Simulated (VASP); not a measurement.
SiC, 4 atoms in the cell. The structure is hexagonal, space group P6_3mc (No. 186). The conventional cell has a = 3.076 Å, b = 3.076 Å, c = 5.048 Å, α = 90.00°, β = 90.00°, γ = 120.00°. Si (site symmetry 3m) has 4 C at 1.87 to 1.94 Å as nearest neighbours. Around C (site symmetry 3m) lie 4 Si at 1.87 to 1.94 Å. 

```yaml
Program: VASP 6.6.1
Task: single point
Functional: PBE
Potentials_or_basis: VASP PAW PBE potentials, release 64 (Si, C)
Cutoff: 600 eV
k_mesh: 9 × 9 × 6
Occupations: gaussian, width 0.02 eV
Spin: no spin polarisation
Further_INCAR_settings: ALGO = Normal; EDIFF = 1e-07; NBANDS = 16
```

Potentials or basis: VASP PAW PBE potentials, release 64 (Si, C).

Launch:

```console
$ cat potpaw_PBE.64/Si/POTCAR potpaw_PBE.64/C/POTCAR > POTCAR
$ mpirun -np 1 vasp_std > vasp.out
```

Hardware: 1 thread of Intel(R) Xeon(R) Platinum 8488C (Sapphire Rapids), on a shared host.

Q: How long does it take, and how much memory?

A: Run time: 30 s on 1 thread of Intel(R) Xeon(R) Platinum 8488C (Sapphire Rapids), with other jobs on the host, peak memory 0.19 GiB. Counts: scf iterations 14, k points 48.
